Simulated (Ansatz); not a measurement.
Si$_{7}$Ge: a film clamped to a substrate

Level of theory: Ansatz, DFT r2SCAN, scalar-relativistic, plane waves, PAW. The runs took a 500 eV cutoff, a Γ-centred 6×6×6 mesh and Gaussian smearing (0.05 eV). No spin polarisation. Energies are free energies at this smearing, counted from the undisturbed cell; pressure is positive in compression.

Zero of the scan (relaxed at this level; it needn't be the usual structure):

```xyz
8
Lattice="5.4680 0.0000 0.0000 0.0000 5.4680 0.0000 0.0000 0.0000 5.4680" Properties=species:S:1:pos:R:3 pbc="T T T"
Si    1.3803    1.3803    1.3803
Si    0.0000    2.7340    2.7340
Si    2.7340    2.7340    0.0000
Si    2.7340    0.0000    2.7340
Si    4.0877    1.3803    4.0877
Si    4.0877    4.0877    1.3803
Si    1.3803    4.0877    4.0877
Ge    0.0000    0.0000    0.0000
```

The cell (8 atoms, V0 = 163.49 Å³) is strained by p along both x and y and by q along z, fractional coordinates fixed. τp = (1/V0) ∂E/∂p = (σxx + σyy)(1 + p)(1 + q) and τq = (1/V0) ∂E/∂q = σzz(1 + p)², with tension positive.

```csv
p,q,ΔE (meV/atom),τp (GPa),τq (GPa)
0.000,0.000,0.00,-0.06,-0.03
-0.025,0.000,18.94,-12.14,-3.30
0.025,0.000,16.61,10.18,2.67
0.000,-0.025,6.70,-3.27,-4.21
0.000,0.025,6.31,2.68,3.95
```

Q: Get the second derivatives of the energy density.

A: Central differences give A = ∂τp/∂p = 447 GPa (C11 + C22 + 2 C12), C = ∂τq/∂q = 163 GPa (C33) and the cross term B = ∂τq/∂p = 119 GPa (C13 + C23); ∂τp/∂q = 119 GPa must equal B, and any difference shows higher-order terms. The ions are clamped. In a cubic crystal C11 = C = 163, C12 = B/2 = 60 GPa and A should be 2(C11 + C12) = 446 GPa; the bulk modulus is (C11 + 2 C12)/3 = 94 GPa.

Q: A film of this crystal grows with z along the normal on a substrate that imposes p. How does its thickness respond, and what does the misfit cost?

A: Count p and q from the stress-free cell. A free surface needs τq = 0, so q = −(B/C) p = -0.73 p. The energy density left is (A − B²/C) p²/2 = M p², with the biaxial modulus M = 180 GPa; a misfit of 1 % costs 2.29 meV/atom, against 2.85 meV/atom if the thickness were held.

At p = 0.050 the energies along q are 53.0 (q = -0.050), 52.8 (q = -0.025), 63.2 (q = 0.000), 83.7 (q = 0.025), 114.0 (q = 0.050) meV/atom.

Q: Does the linear rule hold at this misfit?

A: A parabola through the lowest point and its neighbours has its minimum at q = -0.037, 51.6 meV/atom. With the stress left in the starting cell, τp0 and τq0, linear elasticity gives q = −(τq0 + Bp)/C = -0.036 and E = V0(τp0 p + τq0 q + Ap²/2 + Bpq + Cq²/2)/N = 57.1 meV/atom. The two agree within a tenth in energy.

Forces appear on the atoms along this scan, and letting them relax would lower the energy and soften the response. The gap closes along the scan, which can put kinks into the curve.